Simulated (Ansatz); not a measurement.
## BN (P6_3mc), one atom moved over a plane

All numbers below come from DFT PBEsol, scalar-relativistic, plane waves, PAW (Ansatz). The runs took a 650 eV cutoff, a Γ-centred 12×12×6 mesh and Gaussian smearing (0.05 eV). No spin polarisation. Energies are free energies at this smearing, counted from the undisturbed cell; pressure is positive in compression.

The undisturbed cell (as given, not relaxed at this level; it stands at -5.9 GPa; this wurtzite form isn't the usual structure):

```
B N
1.0
     2.55394    0.00000    0.00000
    -1.27697    2.21178    0.00000
     0.00000    0.00000    4.22685
B N
2 2
Direct
  0.66667 0.33333 0.99972
  0.33333 0.66667 0.49972
  0.66667 0.33333 0.62528
  0.33333 0.66667 0.12528
```

Atom 3 (N) is moved by p along (0.707, 0.707, 0.000) and q along (0.000, 0.000, 1.000) (Å), all else fixed. Points are written (p, q).

p was sampled at -0.200, -0.100, 0.000, 0.100, 0.200 and q at -0.200, -0.100, 0.000, 0.100, 0.200.

Question: Where on the computed points is the energy highest, and how high?

Answer: At (0.200, -0.200): 1.43 eV/cell.

Question: Away from (0, 0), which computed point is lowest?

Answer: (-0.100, 0.000): 0.11 eV/cell.

The map, in eV/cell:

```
 p \ q  -0.200  -0.100  0.000  0.100  0.200
-0.200    1.22    0.68   0.42   0.52   1.08
-0.100    0.78    0.31   0.11   0.29   0.93
 0.000    0.62    0.17   0.00   0.20   0.87
 0.100    0.81    0.33   0.13   0.30   0.94
 0.200    1.43    0.86   0.57   0.63   1.17
```

Cost: 25 runs of about 11 core-minutes in all, on Intel Xeon Processor @ 2.70GHz (shared hosts).